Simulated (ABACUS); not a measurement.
# ZnSe (Stilleite) (F-43m) in ABACUS: reference runs

Reference runs on ZnSe (Stilleite): the cell as given.

All numbers are computed with ABACUS 3.10.1; they aren't measurements. Logs are shortened: lines on timing, memory, paths and dates and some standing lists are left out, and cuts for length are marked.

**The experiment to reproduce.**

“Alloy Disordering Effects on the Thermal Conductivity and Energy Gap Temperature Dependence of Cd1−xZnxSe Ternary Crystals Grown by the Bridgman Method”, 2023, pmc:10253836 reports, for a bulk crystal of ZnSe at 300 K: band gap 2.695 ± 0.003 eV (an exciton energy, a little under the gap).

The runs below are set against these values where they give the same quantity.

**1. The structure**

The structure is cubic, space group F-43m (No. 216). Conventional cell: a = 5.668 Å, b = 5.668 Å, c = 5.668 Å, α = 90.00°, β = 90.00°, γ = 90.00°. Se (site symmetry -43m) is surrounded by 4 Zn at 2.45 Å. Zn (site symmetry -43m) has 4 Se at 2.45 Å as nearest neighbours.

**2. Single point, PBEsol**

INPUT reads:

```
INPUT_PARAMETERS
suffix              ZnSe
calculation         scf
basis_type          pw
pseudo_dir          ./
symmetry            1
dft_functional      pbesol
ecutwfc             87
pseudo_rcut         7
nspin               1
nbands              22
ks_solver           dav
smearing_method     fd
smearing_sigma      0.00367493
scf_thr             1e-08
scf_nmax            100
mixing_type         broyden
mixing_beta         0.7
cal_force           1
cal_stress          1
kpar                4
```

STRU reads:

```
ATOMIC_SPECIES
Se 78.9710 Se.upf
Zn 65.3800 Zn.upf

LATTICE_CONSTANT
1.8897261246

LATTICE_VECTORS
0.0000000000 2.8338000000 2.8338000000
2.8338000000 0.0000000000 2.8338000000
2.8338000000 2.8338000000 0.0000000000

ATOMIC_POSITIONS
Direct

Se
0.0
1
0.7500000000 0.7500000000 0.7500000000 1 1 1

Zn
0.0
1
0.0000000000 0.0000000000 0.0000000000 1 1 1
```

KPT reads:

```
K_POINTS
0
Gamma
8 8 8 0 0 0
```

Potentials or basis: PseudoDojo NC SR 0.4.1 PBEsol standard, plane waves.

Launch:

```
$ OMP_NUM_THREADS=1 mpirun -np 4 abacus > log
```

running log:

```text
ABACUS v3.10.1

               Atomic-orbital Based Ab-initio Computation at UStc

 ------------------------------------------------------------------------------------

 READING GENERAL INFORMATION
                           global_out_dir = OUT.ZnSe/
                           global_in_card = INPUT
                               pseudo_dir = ./
                              orbital_dir =
                                    DSIZE = 4
                                    GSIZE = 1

 READING UNITCELL INFORMATION
                                    ntype = 2
                  lattice constant (Bohr) = 1.88973
              lattice constant (Angstrom) = 1

 READING ATOM TYPE 1
                               atom label = Se
                      L=0, number of zeta = 1
                      L=1, number of zeta = 1
                      L=2, number of zeta = 1
             number of atom for this type = 1

 READING ATOM TYPE 2
                               atom label = Zn
                      L=0, number of zeta = 1
                      L=1, number of zeta = 1
                      L=2, number of zeta = 1
             number of atom for this type = 1

                        TOTAL ATOM NUMBER = 2
DIRECT COORDINATES
    atom                   x                   y                   z     mag                  vx                  vy                  vz
taud_Se1            0.7500000000        0.7500000000        0.7500000000  0.0000        0.0000000000        0.0000000000        0.0000000000
taud_Zn1            0.0000000000        0.0000000000        0.0000000000  0.0000        0.0000000000        0.0000000000        0.0000000000

                          Volume (Bohr^3) = 307.138
                             Volume (A^3) = 45.5132

 Lattice vectors: (Cartesian coordinate: in unit of a_0)
                   +0             +2.8338             +2.8338
              +2.8338                  +0             +2.8338
              +2.8338             +2.8338                  +0
 Reciprocal vectors: (Cartesian coordinate: in unit of 2 pi/a_0)
            -0.176442           +0.176442           +0.176442
            +0.176442           -0.176442           +0.176442
            +0.176442           +0.176442           -0.176442
 The esolver type has been set to : ksdft_pw

                PAO radial cut off (Bohr) = 7

 Read in pseudopotential file is Se.upf
                     pseudopotential type = NC
          exchange-correlation functional = PBESOL
                 nonlocal core correction = 1
                        valence electrons = 16
                                     lmax = 2
                           number of zeta = 3
[... 7 lines left out ...]
                PAO radial cut off (Bohr) = 7

 Read in pseudopotential file is Zn.upf
                     pseudopotential type = NC
          exchange-correlation functional = PBESOL
                 nonlocal core correction = 1
                        valence electrons = 20
                                     lmax = 2
                           number of zeta = 4
                     number of projectors = 6
                           L of projector = 0
                           L of projector = 0
                           L of projector = 1
                           L of projector = 1
                           L of projector = 2
                           L of projector = 2
     initial pseudo atomic orbital number = 19

 SETUP THE ELECTRONS NUMBER
            electron number of element Se = 16
      total electron number of element Se = 16
            electron number of element Zn = 20
      total electron number of element Zn = 20
            AUTOSET number of electrons:  = 36
                           occupied bands = 18
                                   NBANDS = 22
                                   NLOCAL = 18

%%%%%%%%%%%%%%%%%%%%%%%%%%%%%%%%%%%%%%%%%%%%%%%%%%%%%%%%%%%%%%%%%%%%%%%%%%%%%%%%%%%%%%%%%%%%%%%%%%%%%%%%%%
 Warning: the number of valence electrons in pseudopotential > 6 for Se: [Ar] 3d10 4s2 4p4
 Warning: the number of valence electrons in pseudopotential > 12 for Zn: [Ar] 3d10 4s2
 Pseudopotentials with additional electrons can yield (more) accurate outcomes, but may be less efficient.
 If you're confident that your chosen pseudopotential is appropriate, you can safely ignore this warning.
%%%%%%%%%%%%%%%%%%%%%%%%%%%%%%%%%%%%%%%%%%%%%%%%%%%%%%%%%%%%%%%%%%%%%%%%%%%%%%%%%%%%%%%%%%%%%%%%%%%%%%%%%%

 SETUP THE PLANE WAVE BASIS
 energy cutoff for charge/potential (unit:Ry) = 348
            fft grid for charge/potential = [ 45, 45, 45 ]
                        fft grid division = [ 1, 1, 1 ]
        big fft grid for charge/potential = [ 45, 45, 45 ]
                                     nbxx = 91125
                                     nrxx = 91125

 SETUP PLANE WAVES FOR CHARGE/POTENTIAL
                    number of plane waves = 33775
                         number of sticks = 1381

 PARALLEL PW FOR CHARGE/POTENTIAL
     PROC   COLUMNS(POT)             PW
        1           1381          33775
[... 53 lines left out ...]
                                       S3 = 0
                                       S4 = 6
                                       S6 = 0
               POINT GROUP IN SPACE GROUP = T_d

 SETUP K-POINTS
                                    nspin = 1
                   Input type of k points = Monkhorst-Pack(Gamma)
                                   nkstot = 512
                       right hand lattice = 1
(for reciprocal lattice: )
                             BRAVAIS TYPE = 2
                     BRAVAIS LATTICE NAME = 02. Cubic I (body-centered)
                                    ibrav = 2
                       right hand lattice = 1
(for k-lattice: )
                             BRAVAIS TYPE = 2
                     BRAVAIS LATTICE NAME = 02. Cubic I (body-centered)
                                    ibrav = 2
                       right hand lattice = 1
                        ROTATION MATRICES = 48
                               nkstot_ibz = 29
K-POINTS REDUCTION ACCORDING TO SYMMETRY
     IBZ    DIRECT_X    DIRECT_Y    DIRECT_Z  WEIGHT  ibz2bz
       1  0.00000000  0.00000000  0.00000000  0.0020       0
       2  0.12500000  0.12500000  0.12500000  0.0156       1
       3  0.25000000  0.25000000  0.25000000  0.0156       2
       4  0.37500000  0.37500000  0.37500000  0.0156       3
       5  0.50000000  0.50000000  0.50000000  0.0078       4
       6  0.12500000  0.12500000  0.00000000  0.0117       9
[... 21 lines left out ...]
      28 -0.12500000  0.50000000  0.37500000  0.0234     101
      29  0.50000000  0.25000000 -0.25000000  0.0117     166

                               nkstot now = 29
[... K-POINTS DIRECT COORDINATES: 29 rows ...]

           k-point number in this process = 8
       minimum distributed K point number = 7
[... stars of the k points ...]

[... K-POINTS CARTESIAN COORDINATES: 8 rows ...]

[... K-POINTS DIRECT COORDINATES: 8 rows ...]

 SETUP PLANE WAVES FOR WAVE FUNCTIONS
     energy cutoff for wavefunc (unit:Ry) = 87
              fft grid for wave functions = [ 45, 45, 45 ]
                    number of plane waves = 4957
                         number of sticks = 379

 PARALLEL PW FOR WAVE FUNCTIONS
     PROC   COLUMNS(POT)             PW
        1            379           4957
 --------------- sum -------------------
        1            379           4957

 SETUP NONLOCAL PSEUDOPOTENTIALS IN PLANE WAVE BASIS
 Se non-local projectors:
 projector 1 L=0
 projector 2 L=0
 projector 3 L=1
 projector 4 L=1
 projector 5 L=2
 projector 6 L=2
 Zn non-local projectors:
 projector 1 L=0
 projector 2 L=0
 projector 3 L=1
 projector 4 L=1
 projector 5 L=2
 projector 6 L=2
      TOTAL NUMBER OF NONLOCAL PROJECTORS = 36

 Init Non-Local PseudoPotential table :
 Init Non-Local-Pseudopotential done.

                                     npwx = 4279

 Make real space PAO into reciprocal space.
       max mesh points in Pseudopotential = 701
     dq(describe PAO in reciprocal space) = 0.01
                                    max q = 1124

 number of pseudo atomic orbitals for Se is 3
WARNING: norm of atomic wavefunction # 2 of atomic type Se is 0.999994, renormalized
WARNING: norm of atomic wavefunction # 3 of atomic type Se is 0.999458, renormalized

 number of pseudo atomic orbitals for Zn is 4
WARNING: norm of atomic wavefunction # 3 of atomic type Zn is 0.999997, renormalized
WARNING: norm of atomic wavefunction # 4 of atomic type Zn is 0.998493, renormalized

 -------------------------------------------
[... 5 lines left out ...]

 Notice: Threshold on eigenvalues was too large.
 hsover_error=0.36 > DRHO=0.064679
 Origin diag ethr = 0.01
 New diag ethr = 0.000179664

 Density error is 0.0658515966912
                          Error Threshold = 0.000179663750641
----------------------------------------------------------
     Energy           Rydberg                 eV
----------------------------------------------------------
 E_KohnSham     -660.1301425212      -8981.5313598399
 E_Harris       -662.5181939213      -9014.0224659984
 E_Fermi        0.6393459540         8.6987479676
----------------------------------------------------------
[... 63 lines left out ...]
 Density error is 6.22096037722e-09
                          Error Threshold = 1.21247883897e-10
----------------------------------------------------------
     Energy           Rydberg                 eV
----------------------------------------------------------
 E_KohnSham     -660.1507036895      -8981.8111088869
 E_KS(sigma->0) -660.1507036864      -8981.8111088445
 E_Harris       -660.1504716785      -8981.8079522149
 E_band         -73.5465460667       -1000.6520947268
 E_one_elec     -488.5828330109      -6647.5104739306
 E_Hartree      249.6284433643       3396.3692126253
 E_xc           -92.4531843474       -1257.8901053686
 E_Ewald        -328.7431296894      -4472.7797421283
 E_entropy(-TS) -0.0000000062        -0.0000000848
 E_descf        0.0000000000         0.0000000000
 E_exx          0.0000000000         0.0000000000
 E_Fermi        0.6520525925         8.8716306537
----------------------------------------------------------

 charge density convergence is achieved
 final etot is -8981.8111089 eV
 EFERMI = 8.8716306537 eV

 STATE ENERGY(eV) AND OCCUPATIONS    NSPIN == 1
 1/8 kpoint (Cartesian) = 0.0000 0.0000 0.0000 (4279 pws)
       1       -116.663     0.00390625
       2       -70.9820     0.00390625
       3       -70.9820     0.00390625
       4       -70.9820     0.00390625
       5       -38.6966     0.00390625
       6       -38.6966     0.00390625
[... 134 lines left out ...]
      21        14.6729    9.57441e-53
      22        14.6729    9.57441e-53

[... levels at 2 further k points ...]

------------------------------------------------------------------------------------------
 TOTAL-FORCE (eV/Angstrom)
------------------------------------------------------------------------------------------
                       Se1         0.0000000000         0.0000000000         0.0000000000
                       Zn1         0.0000000000         0.0000000000         0.0000000000
------------------------------------------------------------------------------------------

----------------------------------------------------------------
 TOTAL-STRESS (KBAR)
----------------------------------------------------------------
       -11.8681671509         0.0000000000         0.0000000000
        -0.0000000000       -11.8681671509         0.0000000000
        -0.0000000000         0.0000000000       -11.8681671509
----------------------------------------------------------------
 TOTAL-PRESSURE: -11.868167 KBAR

 --------------------------------------------
 !FINAL_ETOT_IS -8981.8111088869209198 eV
 --------------------------------------------
```

It took 15 s on 4 MPI ranks of Intel Xeon Platinum 8488C (Sapphire Rapids), shared host; peak memory 0.44 GiB.

Results:

| Property | Result |
| --- | --- |
| Free energy | -8981.8111 eV |
| Pressure | -1.2 GPa |
| Band gap on the k mesh | 1.17 eV, direct |

Levels at points of the mesh, in eV from the valence-band top:
```tsv
k point	band 14	band 15	band 16	band 17	band 18	band 19	band 20	band 21
(0.00, 0.00, 0.00)	-6.18	-6.18	0.00	0.00	0.00	1.17	5.75	5.75
(0.50, 0.50, 0.50)	-6.16	-6.02	-5.27	-0.87	-0.87	2.45	6.32	6.32
(0.50, 0.50, 0.00)	-6.13	-6.00	-4.78	-2.20	-2.20	2.85	3.39	10.59
```

**3. Comparison with measurements**

Step 2. A measured gap of ZnSe is 2.695 eV (an exciton energy, a little under the gap; 300 K; “Alloy Disordering Effects on the Thermal Conductivity and Energy Gap Temperature Dependence of Cd1−xZnxSe Ternary Crystals Grown by the Bridgman Method”, 2023, pmc:10253836); the calculated 1.17 eV misses it by -1.53 eV. So large a miss can be the level of theory's own, or it may mean another phase, state or a wrong row. Spin-orbit coupling on Se is left out. The value is that of PBEsol, without temperature or zero-point motion. Semilocal functionals fall short of measured gaps as a rule.
